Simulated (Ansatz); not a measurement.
A run of Ansatz 0.2.0 is set up as follows.

File input.yaml:

```yaml
crystal:
  lattice:
    - [-2.82766816, -1.63255497, -2.31773161]
    - [2.82766816, -4.89766492, 0.0]
    - [-2.82766816, -1.63255497, 4.63546322]
  atoms:
    - { symbol: Ba, position: [0.01574546, 0.99510673, 0.97325899] }
    - { symbol: Ba, position: [0.98425454, 0.50489327, 0.52674101] }
    - { symbol: Ti, position: [0.50385971, 0.9895382, 0.503622] }
    - { symbol: Ti, position: [0.46814029, 0.5104618, 0.024378] }
    - { symbol: O, position: [0.53055, 0.23162339, 0.73315727] }
    - { symbol: O, position: [0.48625, 0.75827661, 0.23994273] }
    - { symbol: O, position: [0.47921711, 0.75734423, 0.73348461] }
    - { symbol: O, position: [0.53758289, 0.25275577, 0.23961539] }
    - { symbol: O, position: [0.99088784, 0.02893112, 0.47950327] }
    - { symbol: O, position: [0.04611216, 0.47106888, 0.00369673] }
hamiltonian:
  xc: blyp
  pseudopotentials: { kind: paw }
kpoints:
  mp_grid: { grid: [7, 5, 5] }
scf:
  occupations: { method: fermi_dirac, width: 0.05 }
output:
  forces: true
  stress: true
  eigenvalues: true
relax:
  f_tol: 0.01
  max_steps: 40
  cell: { stress_tol: 0.05 }
```

Potentials or basis: Ansatz PAW.

The run is started by

```bash
$ ansatz run input.yaml --threads 4 --pin off --max-ram 11264MiB --backend cpu --events-out ev --progress --plain --runs-dir out
```

Task: What does it give for the band gap on the k mesh?

Result: 2.81 eV, indirect (least direct gap 2.86 eV).

Task: Estimate the space group after relaxing (to 0.05 Å).

Result: R3m (No. 160).

Task: Estimate the relaxed volume.

Result: 14.04 Å³/atom.

Task: Estimate the relaxed cell.

Result: a = 4.127 Å, b = 5.809 Å, c = 5.856 Å, α = 89.96°, β = 90.67°, γ = 90.00°.

Forces on the atoms (eV/Å):
```
Ba   0.000  0.000  0.000
Ba   0.000  0.000  0.000
Ti   0.000 -0.001  0.003
Ti   0.000  0.001  0.003
O    0.000  0.001 -0.001
O    0.000  0.000 -0.001
O    0.001  0.000 -0.001
O    0.001  0.000 -0.001
O   -0.001  0.000 -0.001
O    0.000  0.000 -0.001
```

Caveat: odd divisions of the mesh miss points on the zone boundary, where band edges often lie, so the gap on the mesh can be too wide; the plane-wave basis is chosen anew once the cell has moved, so the energies of steps on either side of that aren't comparable; the pressure holds a Pulay correction of +0.6 GPa for the finite cutoff; spin-orbit coupling is left out, which moves the levels of the heavy elements; the PAW data sets come from PBE, with cores solved anew for the run's functional, which leaves a small shift of forces and pressure. A k mesh can miss the band edges.
